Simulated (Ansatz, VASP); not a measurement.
**Mo in VASP and in Ansatz**

The input INCAR:

```
PREC = Accurate
ENCUT = 520
EDIFF = 1E-6
ISMEAR = 0
SIGMA = 0.15
LREAL = False
LASPH = True
NELM = 150
ALGO = Fast
ISIF = 2
LWAVE = False
LCHARG = False
MAGMOM = 0 0 0
LORBIT = 11
LSORBIT = True
GGA_COMPAT = False
LORBMOM = True
LMAXMIX = 4
GGA = B5
ALDAX = 1.0
AGGAX = 1.0
AGGAC = 1.0
ALDAC = 0.0
IVDW = 13
VDW_S6 = 1.0
VDW_S8 = 2.34076671
VDW_A1 = 0.44488865
VDW_A2 = 4.0933009
NBANDS = 25
```

File KPOINTS:

```
regular mesh
0
Gamma
  8 8 8
```

The input POSCAR:

```
Mo
1.0
    0.0000000000      2.0283447598      2.0283447598
    2.0283447598      0.0000000000      2.0283447598
    2.0283447598      2.0283447598      0.0000000000
Mo
1
Direct
    0.0000000000      0.0000000000      0.0000000000
```

The input input.yaml:

```yaml
crystal:
  lattice:
    - [0.0, 2.0283447598, 2.0283447598]
    - [2.0283447598, 0.0, 2.0283447598]
    - [2.0283447598, 2.0283447598, 0.0]
  atoms:
    - { symbol: Mo, position: [0.0, 0.0, 0.0] }
kpoints:
  mp_grid: { grid: [8, 8, 8] }
scf:
  occupations: { method: gaussian, width: 0.15 }
hamiltonian:
  xc: blyp
  dispersion: d4
  pseudopotentials: { kind: all_electron, lapw: { basis_error: 0.002 } }
magnetization:
  noncollinear: true
  spin_orbit: true
output:
  forces: true
  stress: true
  eigenvalues: true
```

Change from the starting cell: volume scaled by 1.02.

Alike in both runs: task single point; functional BLYP; dispersion D4; k mesh 8 × 8 × 8; occupations gaussian, width 0.15 eV; non-collinear spin, spin-orbit coupling.

|  | VASP | Ansatz |
| --- | --- | --- |
| version | VASP 6.6.1 | Ansatz 0.2.0 |
| potentials or method | VASP PAW PBE potentials, release 64 (Mo_sv) | all-electron LAPW, relativistic spinors |
| plane-wave cutoff (eV) | 520 | see its input |

Ansatz gave:

| Property | Result |
| --- | --- |
| gap on the k mesh at the Fermi level (eV) | none |
| pressure (GPa) | -10.7 |
| net moment per atom (μB) | 0.00 |
| dispersion energy (meV/atom) | -1091.7 |

What did VASP give for the same quantities?

gap on the k mesh at the Fermi level (eV): none; pressure (GPa): -10.1; net moment per atom (μB): 0.00; dispersion energy (meV/atom): -1091.6.

A gap of «none» marks a metal or a gap that the smearing closes. Ansatz ran all-electron here, so the differences hold the error of VASP's frozen core and of both bases.

Caveats: the PAW data sets were made with another functional, which shifts forces and pressure a little (VASP); the k mesh is thin for a metal, which can move the energy by tens of meV per atom (Ansatz); pairwise dispersion overbinds metals, which lowers pressure and volume (Ansatz).
